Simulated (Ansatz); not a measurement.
# BeS: the cost of one run

Program: Ansatz 0.2.0. Level of theory: DFT PBEsol, frozen-core PAW, scalar-relativistic unless said. These are calculated values, not measurements.

The COD entry's cell or inner coordinates are ideal or old and differ from later refinements, so a difference from it is no clean test against experiment.

2 further runs of the same task are left out: 2 set aside as unsound or not needed.

## (1) Starting point

The structure is cubic, space group F-43m (No. 216). Conventional cell: a = 4.850 Å, b = 4.850 Å, c = 4.850 Å, α = 90.00°, β = 90.00°, γ = 90.00°. Around Be (site symmetry -43m) lie 4 S at 2.10 Å. S (site symmetry -43m) is surrounded by 4 Be at 2.10 Å.

Coordinates:

```cif
data_structure
_symmetry_space_group_name_H-M 'P 1'
_symmetry_Int_Tables_number 1
_cell_length_a 3.4295
_cell_length_b 3.4295
_cell_length_c 3.4295
_cell_angle_alpha 60.000
_cell_angle_beta 60.000
_cell_angle_gamma 60.000
_cell_volume 28.52
loop_
_atom_site_label
_atom_site_type_symbol
_atom_site_fract_x
_atom_site_fract_y
_atom_site_fract_z
_atom_site_occupancy
Be1 Be 0.00000 0.00000 0.00000 1
S1 S 0.75000 0.75000 0.75000 1
```

Cartesian axes are those of the input's lattice vectors. The structure goes back to a database entry.

## (2) Cell and atoms relaxed, PAW

Input file input.yaml:

```yaml
crystal:
  lattice:
    - [0.0, 2.425, 2.425]
    - [2.425, 0.0, 2.425]
    - [2.425, 2.425, 0.0]
  atoms:
    - { symbol: Be, position: [0.0, 0.0, 0.0] }
    - { symbol: S, position: [0.75, 0.75, 0.75] }
kpoints:
  mp_grid: { grid: [12, 12, 12] }
scf:
  occupations: { method: fermi_dirac, width: 0.1 }
hamiltonian:
  xc: pbesol
  pseudopotentials: { kind: paw }
relax:
  f_tol: 0.002
  max_steps: 80
  cell: {}
output:
  forces: true
  stress: true
```

The run is started by

```sh
ansatz run input.yaml --threads 1 --pin off --max-ram 3072MiB --backend cpu --events-out ev --progress --plain --runs-dir out
```

**Question.** How long does this run take on 1 thread of Intel Xeon Platinum 8259CL at 2.50GHz (Skylake/Cascade Lake), shared host, and how much memory does it need?

About 6.7 s, with a peak of 0.37 GiB.
